## Diamond's missing electronvolt

Changing the program moves diamond's computed band gap by less than 0.1 eV, as long as the functional stays PBE. The gap is nevertheless about 1.3 eV too small, roughly a quarter of the measured value. The programs thus agree closely on a wrong number, and the error belongs to the theory that they share.

Kohn-Sham DFT band gaps of diamond (C, space group Fd-3m, 2-atom cell with 2.522 Å edges, not relaxed), without spin polarisation or spin-orbit coupling, from the programs listed. Each gap is the lowest empty level less the highest filled level on the k-mesh. The measured gap is about 5.5 eV, from the optical absorption edge of a bulk crystal (arXiv:2306.06972).

```csv
program,functional,how the value is got,potentials or basis,wave cutoff (eV),k-mesh,computed band gap (eV),computed less measured (eV)
ABINIT 10.8.3 (1),PBEsol,"Kohn-Sham, on the mesh",PseudoDojo NC SR PBEsol v0.4.1 standard,1116,13x13x13,4.053,-1.45
GPAW 26.7.0 (1),WC,"Kohn-Sham, on the mesh",PAW data sets made by gpaw setup for the functional,800,10x10x10,4.084,-1.42
ABINIT 10.8.3 (2),PBE,"Kohn-Sham, on the mesh",JTH PAW PBE v2.0,544,17x17x17,4.128,-1.37
FLEUR MaX-R8.1 (later development tree),PBE,"Kohn-Sham, on the mesh",all electron,n/a,13x13x13,4.148,-1.35
ABINIT 10.8.3 (3),LDA,"Kohn-Sham, on the mesh",PseudoDojo NC SR LDA v0.4 stringent,1116,13x13x13,4.151,-1.35
Quantum ESPRESSO 7.5 (1),PBE,"Kohn-Sham, on the mesh",SSSP 1.3 efficiency PBE,748,13x13x13,4.158,-1.34
Quantum ESPRESSO 7.5 (2),PBE,"Kohn-Sham, on the mesh",SPMS 1.0 PBE,952,8x8x8,4.185,-1.32
Quantum ESPRESSO 7.5 (3),PBE,"Kohn-Sham, on the mesh",SG15 PBE 1.2,952,10x10x10,4.214,-1.29
ABINIT 10.8.3 (4),r2SCAN,"Kohn-Sham, on the mesh",JTH PAW LDA v2.0,653,13x13x13,4.330,-1.17
SIESTA 5.4.2,PW86PBE,"Kohn-Sham, on the mesh",PseudoDojo 0.4 standard NC,n/a,13x13x13,4.471,-1.03
ABINIT 10.8.3 (5),HCTH407,"Kohn-Sham, on the mesh",PseudoDojo NC SR PBE v0.4.1 standard,1116,13x13x13,4.491,-1.01
GPAW 26.7.0 (2),vdW-DF2,"Kohn-Sham, on the mesh",GPAW PAW data sets (gpaw data 1.2.1),800,10x10x10,4.709,-0.79
```

The column "computed less measured" is negative in every row, running from −1.45 eV for PBEsol to −0.79 eV for vdW-DF2. The crystal is held at one fixed size, so no functional changes the gap by stretching or shrinking the bonds. What remains are two kinds of difference: how accurately a given functional is solved, and which functional is chosen.

### What the programs disagree about

The five PBE rows come from three programs and spread over 0.086 eV. Part of this comes from where each calculation looks. The highest filled level of diamond lies at Γ, the centre of the Brillouin zone, but the lowest empty level lies in a valley on the way from Γ to the zone boundary X. A k-mesh samples only certain points on that way, and if none of them falls on the valley floor, the gap comes out too large.

The size of this miss can be estimated without an adjustable constant. Near its floor a band is a parabola, so the overestimate is half the curvature times the square of the distance to the nearest mesh point. Three points of the SIESTA band, one twelfth of the way apart, put the floor at 0.72 of the way from Γ to X and give a curvature of 0.11 eV per step squared. A 10×10×10 mesh has its nearest point at 0.80, which is 0.08 of the way off, or about one step. The overestimate is then ½ × 0.11 × 1² ≈ 0.05 eV.

In the limit of an ever finer mesh this error vanishes. It is also absent for any band edge at Γ, because every mesh here contains that point. The direct gap at Γ therefore serves as a control, and among the PBE rows it spreads over only 0.03 eV. Correcting the indirect gaps with the parabola narrows their spread to 0.05 eV and removes the apparent difference between PBEsol and WC. The correction borrows one band shape for all functionals, so it is good to about a hundredth of an electronvolt at best.

The correction doesn't bring all PBE rows together. Quantum ESPRESSO (2) and (3) stay 0.03 to 0.05 eV above the all-electron FLEUR result, while Quantum ESPRESSO (1), the same program with another potential, comes within 0.01 eV of it. This points to the potentials and their cutoffs rather than to the program, though no row changes one of these alone, and a remaining error of the mesh correction may contribute. The cutoff of Quantum ESPRESSO (3) was also flagged as short for computing the stress.

### Why every gap is too small

The true gap is the cost of taking one electron out of the crystal and putting one in elsewhere. Consider a very large crystal that receives one extra electron. The electron spreads over so many atoms that the density hardly changes at any point. A potential computed from the density and its gradient then hardly changes either.

The exact potential behaves differently. It jumps by a constant as soon as the filled bands are complete and the next electron must enter an empty one. This jump is part of the true gap, but it doesn't appear in the difference between two Kohn–Sham levels. Functionals of the LDA and PBE type have no such jump at all, and better numerics can't supply it. This is an argument from theory. The table shows the expected shortfall in every row, but it can't separate the missing jump from errors in the approximate potentials themselves.

The real electronic error is larger than the column suggests. Even in the cold crystal the atoms vibrate, and this zero-point motion lowers diamond's measured gap by roughly 0.3 to 0.4 eV, a recalled figure. The calculations hold the atoms still and should therefore be compared with a higher value.

### Two ways to a larger gap

Four functionals lie above the PBE group: r2SCAN, PW86PBE, HCTH407 and vdW-DF2. Comparing the indirect gap with the direct one shows that they don't get there in the same way.

With r2SCAN the direct gap at Γ grows by 0.27 eV over all-electron PBE and the indirect gap by 0.18 eV. This functional uses the kinetic energy of the orbitals as well as the density, so its potential can treat filled and empty states differently. Theory therefore allows it to recover a little of the missing jump. In this table it closes about 13% of the PBE shortfall.

HCTH407 shows the opposite pattern. Its direct gap grows by only 0.08 eV, but its indirect gap grows by 0.34 eV. Measured from the highest filled level, the valley near X has risen much more than the empty level at Γ. In vdW-DF2 and in the SIESTA row, too, the indirect gap grows about twice as much as the direct one.

In these three rows the conduction band has a different shape. The potentials of their functionals still follow the density smoothly, so by the argument above they lack the jump. The vdW-DF2 row closes about 39% of the PBE shortfall, yet its smaller error is no sign that the missing physics has been restored. Why the valley responds so strongly isn't settled here. A possible reason is that its states reach further into the open spaces between the bonds, where the density is low and functionals differ most.

The sizes of these shifts deserve some caution. The r2SCAN and HCTH407 rows use potentials made for LDA and PBE, and the data sets of the vdW-DF2 row weren't made for that functional either. The r2SCAN run also warned of overlapping PAW spheres and of very low densities that it had to reset, so its modest gain is uncertain as well. ABINIT (2) carries the same overlap warning and still agrees with all-electron PBE. The SIESTA row combines a PBE potential with a small basis, and without a PBE run in SIESTA the effect of the basis can't be separated from that of the functional.

The low end of the table also resists a simple rule. LDA, which ignores density gradients, gives the same gap as PBE, while PBEsol and WC, which use them gently, lie about 0.1 eV lower. The gap therefore doesn't simply grow with the strength of the gradient correction.

### Reading such a gap

One agreement in these calculations is deceptive. The direct gap in PBE is about 5.6 eV, close to the measured 5.5 eV, but the measured edge is the indirect one. Diamond's real direct gap is roughly 7 eV, again a recalled figure, so the direct gap is underestimated as well.

More of the shortfall can be closed by methods that act differently on filled and empty states. Hybrid functionals do so by mixing in exact exchange, and the GW method by computing the energy of adding or removing an electron. No row here tests either of them. The printed analysis after this section lists the mesh correction and both gaps for each row.

Numerical output:

```
Gaps in eV, changes against all-electron PBE:
                                      row  mesh overestimate  gap less mesh error  change of gap  direct gap  change of direct gap  valley below direct level
                        ABINIT 10.8.3 (1)            0.02041                4.033         -0.095       5.564              -0.03598                      1.531
                          GPAW 26.7.0 (1)            0.05246                4.032       -0.09604       5.574              -0.02567                      1.543
                        ABINIT 10.8.3 (2)           0.001191                4.127     -0.0007758       5.592             -0.007579                      1.465
  FLEUR MaX-R8.1 (later development tree)            0.02041                4.128              0         5.6                     0                      1.472
                        ABINIT 10.8.3 (3)            0.02041                4.131          0.003        5.56              -0.04006                      1.429
                 Quantum ESPRESSO 7.5 (1)            0.02041                4.138           0.01       5.603              0.003538                      1.466
                 Quantum ESPRESSO 7.5 (2)           0.007927                4.177        0.04949       5.623               0.02285                      1.445
                 Quantum ESPRESSO 7.5 (3)            0.05246                4.162        0.03396       5.599             -0.001118                      1.437
                        ABINIT 10.8.3 (4)            0.02041                 4.31          0.182       5.871                 0.271                      1.561
                             SIESTA 5.4.2            0.02041                4.451          0.323       5.768                0.1682                      1.317
                        ABINIT 10.8.3 (5)            0.02041                4.471          0.343       5.684               0.08474                      1.214
                          GPAW 26.7.0 (2)            0.05246                4.657          0.529       5.823                0.2237                      1.167
Conduction minimum, fraction of the way from G to X: 0.7182
Number of PBE rows: 5
Spread of the PBE gaps as computed, eV: 0.086
Spread of the PBE gaps less mesh error, eV: 0.05026
Spread of the PBE direct gaps, eV: 0.03043
Mean shortfall of the PBE rows, eV: 1.334
Mean PBE shortfall over PBE spread as computed, ratio: 15.51
Mean PBE shortfall, percent of the measured gap: 24.25
Smallest shortfall of all rows, eV: 0.79
Largest shortfall of all rows, eV: 1.45
Range of all gaps less mesh error, eV: 0.625
WC less PBEsol as computed, eV: 0.031
WC less PBEsol less mesh error, eV: -0.001044
Part of the all-electron PBE shortfall closed by r2SCAN, percent: 13.25
Part of the all-electron PBE shortfall closed by vdW-DF2, percent: 38.51
```
